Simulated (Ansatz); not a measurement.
# C: band structure with PBE

The system is C.

```xyz
12
Lattice="2.5221 0.0000 0.0000 -1.2611 2.1842 0.0000 0.0000 0.0000 12.3557" Properties=species:S:1:pos:R:3 pbc="T T T"
C     1.2611    0.7281    4.3760
C     0.0000    1.4561   10.5539
C     1.2611    0.7281    1.8018
C     0.0000    1.4561    7.9797
C     1.2611    0.7281    5.9205
C     0.0000    1.4561   12.0983
C     1.2611    0.7281    0.2574
C     0.0000    1.4561    6.4352
C     0.0000    0.0000   10.0390
C     0.0000    0.0000    3.8612
C     0.0000    0.0000    8.4945
C     0.0000    0.0000    2.3167
```

This is a hexagonal form of diamond, not graphite.

- Program: Ansatz 0.2.0
- Task: band structure
- Functional: PBE
- Potentials or basis: PseudoDojo stringent (PBE files)
- Cutoff: 1116 eV
- Density cutoff: 4463 eV
- k mesh: 12 × 12 × 3
- Occupations: fermi-dirac, width 0.05 eV
- Spin: no spin polarisation
- Path: [["G", "M", "K", "G", "A", "L", "H", "A"], ["L", "M"], ["K", "H"]]
- Points for each segment of the path: 10

The pressure is 2.4 GPa and the largest force is 0.330 eV/Å. The band gap on the k mesh is 4.43 eV, indirect (least direct gap 5.34 eV) and the band gap along the path is 4.42 eV, indirect (least direct gap 5.34 eV).

Forces on the atoms (eV/Å):
```
C    0.000  0.000  0.310
C    0.000  0.000  0.310
C    0.000  0.000 -0.310
C    0.000  0.000 -0.310
C    0.000  0.000 -0.027
C    0.000  0.000 -0.027
C    0.000  0.000  0.027
C    0.000  0.000  0.027
C    0.000  0.000  0.330
C    0.000  0.000  0.330
C    0.000  0.000 -0.330
C    0.000  0.000 -0.330
```

Stress tensor (GPa, compression positive):
```
-0.28  0.00  0.00
 0.00 -0.28  0.00
 0.00  0.00  7.89
```

Levels at the corners of the path, in eV from the valence-band top:
| point | band 22 | band 23 | band 24 | band 25 | band 26 | band 27 |
| --- | --- | --- | --- | --- | --- | --- |
| Γ | -0.15 | 0.00 | 0.00 | 5.34 | 5.34 | 5.70 |
| M | -4.07 | -3.64 | -2.90 | 4.59 | 5.16 | 5.32 |
| K | -4.80 | -4.56 | -4.56 | 5.66 | 5.66 | 6.32 |
| Γ | -0.15 | 0.00 | 0.00 | 5.34 | 5.34 | 5.70 |
| A | -0.33 | -0.33 | -0.33 | 5.73 | 5.73 | 5.73 |
| L | -3.77 | -3.25 | -3.25 | 4.76 | 4.76 | 5.95 |
| H | -5.33 | -4.78 | -4.78 | 5.89 | 5.89 | 7.18 |
| A | -0.33 | -0.33 | -0.33 | 5.73 | 5.73 | 5.73 |
| L | -3.77 | -3.25 | -3.25 | 4.76 | 4.76 | 5.95 |
| M | -4.07 | -3.64 | -2.90 | 4.59 | 5.16 | 5.32 |
| K | -4.80 | -4.56 | -4.56 | 5.66 | 5.66 | 6.32 |
| H | -5.33 | -4.78 | -4.78 | 5.89 | 5.89 | 7.18 |

It took 16 s on 4 threads of Arm Neoverse V1 (shared host), peak memory 1.1 GiB.

A hybrid or GW would open this gap; PBE tends to underestimate it.
